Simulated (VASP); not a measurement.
Here is a VASP 6.6.1 calculation.

The input POSCAR:

```
CoO
1.0
    2.8284500000      0.0000000000      0.0000000000
   -1.4142300000      2.4495100000      0.0000000000
    0.0000000000      0.0000000000      2.7217200000
Co O
1 1
Direct
    0.0000000000      0.0000000000      0.5000000000
    0.6666700000      0.3333300000      0.0000000000
```

Contents of INCAR.step1:

```
SYSTEM = CoO
PREC = Accurate
ENCUT = 600
EDIFF = 1E-8
ISMEAR = 0
SIGMA = 0.02
LREAL = .FALSE.
LASPH = .TRUE.
NELM = 100
ALGO = Fast
ISIF = 3
LWAVE = .FALSE.
LCHARG = .FALSE.
ISPIN = 2
MAGMOM = 2 0
LORBIT = 11
LMAXMIX = 4
GGA = PE
IBRION = 2
NSW = 40
EDIFFG = -0.002
```

The input INCAR.step2:

```
SYSTEM = CoO
PREC = Accurate
ENCUT = 600
EDIFF = 1E-8
ISMEAR = 0
SIGMA = 0.02
LREAL = .FALSE.
LASPH = .TRUE.
NELM = 100
ALGO = Fast
ISIF = 2
LWAVE = .FALSE.
LCHARG = .FALSE.
ISPIN = 2
MAGMOM = 2 0
LORBIT = 11
LMAXMIX = 4
GGA = PE
IBRION = 8
NSW = 1
```

File KPOINTS:

```
regular mesh
0
G
  8 8 7
  0 0 0
```

Potentials or basis: VASP PAW PBE potentials, release 64 (Co, O).

Command:

```sh
$ cat potpaw_PBE.64/Co/POTCAR potpaw_PBE.64/O/POTCAR > POTCAR
$ cp INCAR.step1 INCAR
$ mpirun -np 1 vasp_std > vasp.out
$ cp CONTCAR POSCAR
$ cp INCAR.step2 INCAR
$ mpirun -np 1 vasp_std > vasp.out
```

(1) Estimate the highest phonon frequency at Γ, LO-TO splitting left out.

(2) Predict the relaxed cell.

Results:

(1) 246 cm⁻¹.

(2) a = 2.831 Å, b = 2.831 Å, c = 2.709 Å, α = 90.00°, β = 90.00°, γ = 120.00°.

Caveat: a cell with one magnetic atom can't hold antiferromagnetic order, which such compounds often take.
